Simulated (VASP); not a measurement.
# Ta (P6_3/mmc) in VASP: notebook

Runs on Ta. Level: PBEsol. Tasks: single point.

Everything below comes from runs of VASP 6.6.1. Logs are shortened: lines on timing, memory, paths and dates and some standing lists are left out, and cuts for length are marked.

### 1 The structure

Symmetry: P6_3/mmc, No. 194, hexagonal system. The conventional cell has a = 2.867 Å, b = 2.867 Å, c = 5.093 Å, α = 90.00°, β = 90.00°, γ = 120.00°. Ta (site symmetry -6m2) is surrounded by 12 Ta at 2.87 to 3.04 Å.

This isn't the form of Ta at room conditions, which is bcc.

### 2 Single point, PBEsol

Contents of INCAR:

```
SYSTEM = Ta
PREC = Accurate
ENCUT = 700
EDIFF = 1E-6
ISMEAR = 0
SIGMA = 0.1
LREAL = .False.
LASPH = .True.
NELM = 80
ALGO = Fast
ISIF = 2
LWAVE = .False.
LCHARG = .False.
GGA = PS
```

Contents of KPOINTS:

```
regular mesh
0
Gamma
  18 18 10
  0 0 0
```

Contents of POSCAR:

```
Ta
1.0
    2.8669300000      0.0000000000      0.0000000000
   -1.4334700000      2.4828300000      0.0000000000
    0.0000000000      0.0000000000      5.0933200000
Ta
2
Direct
    0.3333300000      0.6666700000      0.2500000000
    0.6666700000      0.3333300000      0.7500000000
```

Potentials or basis: VASP PAW PBE potentials, release 64 (Ta_pv).

Launch:

```console
$ cat potpaw_PBE.64/Ta_pv/POTCAR > POTCAR
$ mpirun -np 1 vasp_std > vasp.out
```

OUTCAR:

```text
SYSTEM = Ta
   PREC = Accurate
   ENCUT = 700
   EDIFF = 1E-6
   ISMEAR = 0
   LREAL = .False.
   LASPH = .True.
   NELM = 80
   ISIF = 2
   GGA = PS

 ion  position               nearest neighbor table
   1  0.333  0.667  0.250-   2 3.04   2 3.04   2 3.04   2 3.04   2 3.04   2 3.04
   2  0.667  0.333  0.750-   1 3.04   1 3.04   1 3.04   1 3.04   1 3.04   1 3.04

  LATTYP: Found a hexagonal cell.
 ALAT       =     2.8669300000
 C/A-ratio  =     1.7765763378

  Lattice vectors:

 A1 = (   2.8669300000,   0.0000000000,   0.0000000000)
 A2 = (  -1.4334700000,   2.4828300000,   0.0000000000)
 A3 = (   0.0000000000,   0.0000000000,   5.0933200000)

Analysis of symmetry for initial positions (statically):
=====================================================================
 Subroutine PRICEL returns:
 Original cell was already a primitive cell.

 Routine SETGRP: Setting up the symmetry group for a
 hexagonal supercell.

 Subroutine GETGRP returns: Found  8 space group operations
 (whereof  4 operations were pure point group operations)
 out of a pool of 24 trial point group operations.

The static configuration has the point symmetry C_2h.
 The point group associated with its full space group is D_2h.

Analysis of symmetry for dynamics (positions and initial velocities):
=====================================================================
 Subroutine PRICEL returns:
 Original cell was already a primitive cell.

 Routine SETGRP: Setting up the symmetry group for a
 hexagonal supercell.

 Subroutine GETGRP returns: Found  8 space group operations
 (whereof  4 operations were pure point group operations)
 out of a pool of 24 trial point group operations.

The dynamic configuration has the point symmetry C_2h.
 The point group associated with its full space group is D_2h.

 Subroutine INISYM returns: Found  8 space group operations
 (whereof  4 operations are pure point group operations),
 and found     1 'primitive' translations

----------------------------------------------------------------------------------------

                                     Primitive cell

  volume of cell :      36.2548

  direct lattice vectors                    reciprocal lattice vectors
     2.866930000  0.000000000  0.000000000     0.348805168  0.201383802  0.000000000
    -1.433470000  2.482830000  0.000000000     0.000000000  0.402766198  0.000000000
     0.000000000  0.000000000  5.093320000     0.000000000  0.000000000  0.196335593

  length of vectors
[... 96 lines left out ...]
   EFERMI =   0.00;   METHOD = LEGACY
   ISMEAR =     0;   SIGMA  =   0.10  broadening in eV -4-tet -1-fermi 0-gaus
   EFERMI_NEDOS =   21; number of points for ismear=-14 and -15
   IALGO  =     68    algorithm
   IMIX   =      4    mixing-type and parameters
     AMIX     =   0.40;   BMIX     =  1.00
     AMIX_MAG =   1.60;   BMIX_MAG =  1.00
  volume/ion in A,a.u.               =      18.13       122.33
  Fermi-wavevector in a.u.,A,eV,Ry     =   1.385992  2.619145 26.136434  1.920974
  Thomas-Fermi vector in A             =   2.510350
   LORBIT       =      0    0 simple, 1 ext, 2 COOP (PROOUT), +10 PAW based schemes
   GGA     = PS    functional components
   LHFCALC =     F    Hartree Fock is set to
   AEXX    =    0.0000 exact exchange contribution
   IVDW    =     0    specifies the selected vdW correction
   LEPSILON=     F    determine dielectric tensor
   LRPA    =     F    only Hartree local field effects (RPA)
 non-spin polarized calculation
 RMM-DIIS sequential band-by-band and
 Gauss-broadening in eV      SIGMA  =   0.10
  energy-cutoff  :      700.00
  volume of cell :       36.25
 maximum number of plane-waves:      1547
 NGX is ok and might be reduce to    28
   NGX = 13   NGY = 13   NGZ = 21

 number of electron      22.0000002 magnetization

 Free energy of the ion-electron system (eV)
  ---------------------------------------------------
  ext. energy  EPLUGINS =         0.00000000
  ---------------------------------------------------
  free energy    TOTEN  =       -24.51802261 eV

  energy without entropy =      -24.50608937  energy(sigma->0) =      -24.51205599

 E-fermi :   5.6905     XC(G=0): -12.6837

 val. band max:        5.6899467136   @ k =  -0.4444   0.3333   0.1000
 cond. band min:       5.6910916439   @ k =  -0.1667   0.1111   0.5000
 fundamental gap:      0.0011449303
 Fermi energy:         5.6905435849

 k-point     1 :       0.0000    0.0000    0.0000
  band No.  band energies     occupation
      1     -28.8080      2.00000
      2     -27.8739      2.00000
      3     -27.7594      2.00000
      4     -27.7594      2.00000
      5     -27.6652      2.00000
      6     -27.6652      2.00000
      7      -2.6300      2.00000
      8       0.6732      2.00000
      9       5.1111      2.00000
     10       5.7230      0.64638
     11       6.2841      0.00000
     12       6.2841      0.00000
     13       6.8836      0.00000
     14       6.8837      0.00000
[... 401 lines left out ...]
      2     -27.9883      2.00000
      3     -27.9178      2.00000
      4     -27.8842      2.00000
      5     -27.8134      2.00000
      6     -27.7160      2.00000
      7      -1.8000      2.00000
      8       1.5433      2.00000
      9       4.7651      2.00000
     10       4.9472      2.00000
     11       6.0119      0.00001
     12       6.2751      0.00000
     13       7.1246      0.00000
     14       7.5741      0.00000
     15       7.7176      0.00000

 [... further k-points ...]

------------------------ aborting loop because EDIFF is reached ----------------------------------------

  FORCE on cell =-STRESS in cart. coord.  units (eV):
  Direction    XX          YY          ZZ          XY          YZ          ZX
  --------------------------------------------------------------------------------------
  -------------------------------------------------------------------------------------
  Total        0.0015735      0.0017557      0.0054873      0.0001578      0.0000000     -0.0000000
  in kB        0.0695357      0.0775860      0.2424944      0.0069718      0.0000000     -0.0000000
  external PRESSURE =       0.1298721 kB  Pullay stress =       0.0000000 kB

 VOLUME and BASIS-vectors are now :
 -----------------------------------------------------------------------------
  energy-cutoff  :      700.00
  volume of cell :       36.25
      direct lattice vectors                 reciprocal lattice vectors
     2.866930000  0.000000000  0.000000000     0.348805168  0.201383802  0.000000000
    -1.433470000  2.482830000  0.000000000     0.000000000  0.402766198  0.000000000
     0.000000000  0.000000000  5.093320000     0.000000000  0.000000000  0.196335593

 POSITION                                       TOTAL-FORCE (eV/Angst)
 -----------------------------------------------------------------------------------
     -0.00002      1.65523      1.27333        -0.000021      0.000012      0.000000
      1.43348      0.82760      3.81999         0.000021     -0.000012     -0.000000
 -----------------------------------------------------------------------------------
    total drift:                                0.000000      0.000000      0.000000

  FREE ENERGIE OF THE ION-ELECTRON SYSTEM (eV)
  ---------------------------------------------------
  free  energy   TOTEN  =       -24.5180226062 eV

  energy  without entropy=      -24.5060893672  energy(sigma->0) =      -24.51205599
```

OSZICAR:

```text
N       E                     dE             d eps       ncg     rms          rms(c)
DAV:   1     0.184329724914E+03    0.18433E+03   -0.15413E+04 16380   0.189E+03
DAV:   2    -0.213713674684E+02   -0.20570E+03   -0.20392E+03 20153   0.447E+02
DAV:   3    -0.254721026733E+02   -0.41007E+01   -0.40135E+01 21665   0.574E+01
DAV:   4    -0.255027490081E+02   -0.30646E-01   -0.30604E-01 18960   0.533E+00
DAV:   5    -0.255031714381E+02   -0.42243E-03   -0.42231E-03 22339   0.483E-01    0.191E+01
RMM:   6    -0.247546084984E+02    0.74856E+00   -0.73209E-01 16509   0.762E+00    0.925E+00
RMM:   7    -0.245143295223E+02    0.24028E+00   -0.96442E-01 17803   0.792E+00    0.492E-01
RMM:   8    -0.245163436714E+02   -0.20141E-02   -0.67756E-02 19594   0.204E+00    0.537E-01
RMM:   9    -0.245186645222E+02   -0.23209E-02   -0.23483E-02 20326   0.960E-01    0.446E-01
RMM:  10    -0.245179456994E+02    0.71882E-03   -0.61431E-03 17666   0.683E-01    0.127E-01
RMM:  11    -0.245180060046E+02   -0.60305E-04   -0.99900E-04 21771   0.213E-01    0.261E-02
RMM:  12    -0.245180206021E+02   -0.14598E-04   -0.14697E-04 21971   0.900E-02    0.215E-02
RMM:  13    -0.245180230173E+02   -0.24152E-05   -0.23107E-05 18749   0.321E-02    0.136E-02
RMM:  14    -0.245180226062E+02    0.41104E-06   -0.76695E-06 16172   0.201E-02
   1 F= -.24518023E+02 E0= -.24512056E+02  d E =-.119332E-01
```

It took 7.1 min on 1 thread of Intel Xeon Platinum 8259CL at 2.50GHz (Skylake/Cascade Lake), shared host; peak memory 0.52 GiB.

What came out:

| Quantity | Value |
| --- | --- |
| Free energy | -24.5180 eV |
| Pressure | 0.0 GPa |
| Band gap on the k mesh | none (metal or under the smearing width) |

Caveat: the PAW data sets were made with another functional, which shifts forces and pressure a little. The run has no spin-orbit coupling, so splittings on Ta are missing.

### 3 Single point, PBEsol

Changes to INCAR since step 2:

```diff
@@ -2,3 +2,3 @@
 PREC = Accurate
-ENCUT = 700
+ENCUT = 520
 EDIFF = 1E-6
```

Contents of KPOINTS:

```
regular mesh
0
Gamma
  27 27 12
  0 0 0
```

POSCAR is that of step 2.

Potentials or basis: VASP PAW PBE potentials, release 64 (Ta_pv).

Launch:

```console
$ cat potpaw_PBE.64/Ta_pv/POTCAR > POTCAR
$ mpirun -np 1 vasp_std > vasp.out
```

Wall time 9.1 min (1 thread of Intel Xeon Platinum 8259CL at 2.50GHz (Skylake/Cascade Lake), shared host); peak memory 0.7 GiB.

Results (log left out):

```
Free energy            : -24.5162 eV
Pressure               : 0.0 GPa
Band gap on the k mesh : none (metal or under the smearing width)
```

Stress tensor (GPa, compression positive):
```
 0.03  0.00  0.00
 0.00  0.03  0.00
 0.00  0.00 -0.14
```

Levels at points of the mesh, in eV from the Fermi level:
| k point | band 9 | band 10 | band 11 | band 12 | band 13 | band 14 |
| --- | --- | --- | --- | --- | --- | --- |
| (0.00, 0.00, 0.00) | -0.58 | 0.03 | 0.59 | 0.59 | 1.19 | 1.19 |
| (0.00, 0.00, 0.50) | -1.20 | -1.20 | 0.64 | 0.64 | 0.64 | 0.64 |

Caveat: the PAW data sets were made with another functional, which shifts forces and pressure a little.

### 4 Single point, PBEsol

Changes to INCAR since step 3:

```diff
@@ -5,3 +5,3 @@
 ISMEAR = 0
-SIGMA = 0.1
+SIGMA = 0.5
 LREAL = .False.
```

Contents of KPOINTS:

```
regular mesh
0
Gamma
  18 18 10
  0 0 0
```

POSCAR is that of step 3.

Launch:

```console
$ cat potpaw_PBE.64/Ta_pv/POTCAR > POTCAR
$ mpirun -np 1 vasp_std > vasp.out
```

Wall time 3.4 min (1 thread of Intel Xeon Platinum 8259CL at 2.50GHz (Skylake/Cascade Lake), shared host); peak memory 0.37 GiB.

It converged, with:

| Item | Value |
| --- | --- |
| Free energy | -24.6681 eV |
| Pressure | 0.9 GPa |
| Band gap on the k mesh | none (metal or under the smearing width) |

Stress tensor (GPa, compression positive):
```
1.02 0.00 0.00
0.00 1.02 0.00
0.00 0.00 0.62
```

Levels at points of the mesh, in eV from the Fermi level:
| k point | band 7 | band 8 | band 9 | band 10 | band 11 | band 12 | band 13 | band 14 | band 15 |
| --- | --- | --- | --- | --- | --- | --- | --- | --- | --- |
| (0.00, 0.00, 0.00) | -8.33 | -5.02 | -0.58 | 0.03 | 0.59 | 0.59 | 1.19 | 1.19 | 3.05 |
| (0.50, 0.00, 0.00) | -4.16 | -4.00 | -3.49 | -0.39 | -0.37 | 0.55 | 0.83 | 5.79 | 7.28 |
| (0.50, 0.50, 0.00) | -4.16 | -4.00 | -3.49 | -0.39 | -0.37 | 0.55 | 0.83 | 5.79 | 7.26 |
| (0.00, 0.00, 0.50) | -6.43 | -6.43 | -1.20 | -1.20 | 0.64 | 0.64 | 0.64 | 0.64 | 4.59 |
| (0.50, 0.00, 0.50) | -4.48 | -4.48 | -2.41 | -2.41 | 1.63 | 1.63 | 2.67 | 2.67 | 5.80 |
| (0.50, 0.50, 0.50) | -4.48 | -4.48 | -2.41 | -2.41 | 1.63 | 1.63 | 2.67 | 2.67 | 5.80 |

Caveat: the PAW data sets were made with another functional, which shifts forces and pressure a little.

### 5 Overview

| k mesh | cutoff (eV) | smearing | gap on the mesh (eV) | pressure (GPa) |
| --- | --- | --- | --- | --- |
| 18 × 18 × 10 | 700 | gaussian 0.1 eV | none | 0.0 |
| 27 × 27 × 12 | 520 | gaussian 0.1 eV | none | 0.0 |
| 18 × 18 × 10 | 520 | gaussian 0.5 eV | none | 0.9 |

Alike in all rows: task single point; level PBEsol; potentials or basis VASP PAW PBE potentials, release 64 (Ta_pv); no spin polarisation; cell as given.

Every run on the cell as given and a fine mesh finds a metal.

Caveats: the PAW data sets were made with another functional, which shifts forces and pressure a little.

Total energies depend on the potentials used, so only differences within one code and one set of settings carry meaning.
